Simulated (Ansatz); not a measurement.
All-electron card of HfC

```
CELL_PARAMETERS angstrom
0.00000 2.52202 2.52202
2.52202 0.00000 2.52202
2.52202 2.52202 0.00000
ATOMIC_POSITIONS crystal
Hf 0.00000 0.00000 0.00000
C 0.25000 0.25000 0.25000
```

Atoms are numbered in the order listed.

Conventional cell: a = 5.044 Å, b = 5.044 Å, c = 5.044 Å, α = 90.00°, β = 90.00°, γ = 90.00°. Hf (atom 1) is surrounded by 4 C at 2.18 Å. C (atom 2) has 4 Hf at 2.18 Å as nearest neighbours.

The structure comes from a relaxation in the same program, started in the zincblende type, and has space group F-43m. Whether it is a known phase or the ground state wasn't checked.

No spin–orbit coupling, which matters for the heavy atoms here.

Methods: DFT, PBE, all-electron LAPW, scalar-relativistic (Ansatz 0.2.0); DFT, PBE, PAW with Ansatz's default frozen-core files, scalar-relativistic (Ansatz 0.2.0).

For LAPW: a Γ-centred 11×11×11 k mesh, Fermi–Dirac smearing of 0.08 eV, basis error target 1 meV/atom, no spin polarisation. PAW takes a cutoff of 420 eV at this cell. The Ansatz runs share mesh, smearing and spin set-up. Values come from LAPW unless marked.

* Löwdin charges (with 0.04 e of the cell spilling out of the atomic basis, so their sizes and signs hang on that basis): Hf1 0.89, C2 -0.85 e
* Volume per atom: 16.04 Å³
* Pressure at this cell: 0.3 kbar

Question: Predict this quantity. Band gap.

Answer: 0.29 eV, direct at W (-0.5, -0.25, 0.25) (so small a gap may close at points that the mesh and path miss).

Question: Predict this quantity. Bader charges (from the PAW run).

Answer: Hf1 +1.96, C2 -1.96 e.
